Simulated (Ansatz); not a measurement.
Relaxed-ion elastic tensor of GeTe in space group R3m (No. 160; Ge on 3a, Te on 3a) in GPa (Voigt order), DFT-LDA in the program Ansatz with PAW potentials; density 6.49 g/cm³, 25.62 Å³ per atom.

|  | 1 | 2 | 3 | 4 | 5 | 6 |
|---|---|---|---|---|---|---|
| 1 | 112 | 21.6 | 29.4 | -23.6 | 0.0 | 0.0 |
| 2 | 21.6 | 112 | 29.4 | 23.6 | 0.0 | 0.0 |
| 3 | 29.4 | 29.4 | 64.1 | 0.0 | 0.0 | 0.0 |
| 4 | -23.6 | 23.6 | 0.0 | 43.4 | 0.0 | 0.0 |
| 5 | 0.0 | 0.0 | 0.0 | 0.0 | 43.4 | -23.6 |
| 6 | 0.0 | 0.0 | 0.0 | 0.0 | -23.6 | 45.4 |

**Question.** Is the crystal mechanically stable?

**Answer.** Yes: the smallest eigenvalue of C is 20.8 GPa.

**Question.** Work out the Voigt, Reuss and Hill averages.

**Answer.** K_V = 50.0, K_R = 47.4, K_H = 48.7; G_V = 40.3, G_R = 29.5, G_H = 34.9 GPa.

**Question.** Give Young's modulus, Poisson's ratio, Pugh's ratio and the universal anisotropy index.

**Answer.** E = 9KG/(3K + G) = 84.6 GPa; ν = 0.21; K/G = 1.39 (brittle by the Pugh limit of 1.75); A_U = 5G_V/G_R + K_V/K_R − 6 = 1.88.

**Question.** Estimate the sound speeds and the Debye temperature.

**Answer.** v_l = √((K + 4G/3)/ρ) = 3830 m/s, v_t = √(G/ρ) = 2320 m/s, mean 2560 m/s; Θ = (h/k)(3n/4πV)^(1/3) v_m = 259 K.

**Question.** How much does each axis shrink under pressure?

**Answer.** Linear compressibilities β_i = Σ_j S_ij (j = 1 to 3): x 5.1, y 5.1, z 11 per TPa.

Symmetry was held in the LDA relaxation; of distortions, only those at the zone centre were tested. Spin–orbit coupling is left out wherever it is not named.

Potentials: the later of the program's two PAW sets.
